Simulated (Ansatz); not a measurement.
CuO (Tenorite):

```
Cu O
1.0
     2.34185   -1.71130    0.00000
     2.34185    1.71130    0.00000
    -0.85003    0.00000    5.05787
Cu O
2 2
Direct
  0.50000 0.00000 0.50000
  0.00000 0.50000 0.00000
  0.41840 0.58160 0.75000
  0.58160 0.41840 0.25000
```

Base run:

- Program: Ansatz 0.2.0
- Functional: PBEsol
- Potentials or basis: all-electron LAPW, scalar-relativistic
- Cutoff: 439 eV
- Density cutoff: 1757 eV
- Basis error allowed: 0.001 eV/atom
- k mesh: 10 × 10 × 5
- Occupations: fermi-dirac, width 0.05 eV
- Spin: no spin polarisation

Its results: pressure -2.7 GPa; largest force 0.358 eV/Å.

Q: The run is repeated on the same cell with these changes: potentials or basis from all-electron LAPW, scalar-relativistic to all-electron LAPW, non-relativistic; basis error allowed from 0.001 eV/atom to 0.002 eV/atom. What comes out?

A: Pressure -0.5 GPa; largest force 0.239 eV/Å.

Caveats: the run has no spin polarisation, though such a crystal can be magnetic.

Not every run made on this cell is shown here.
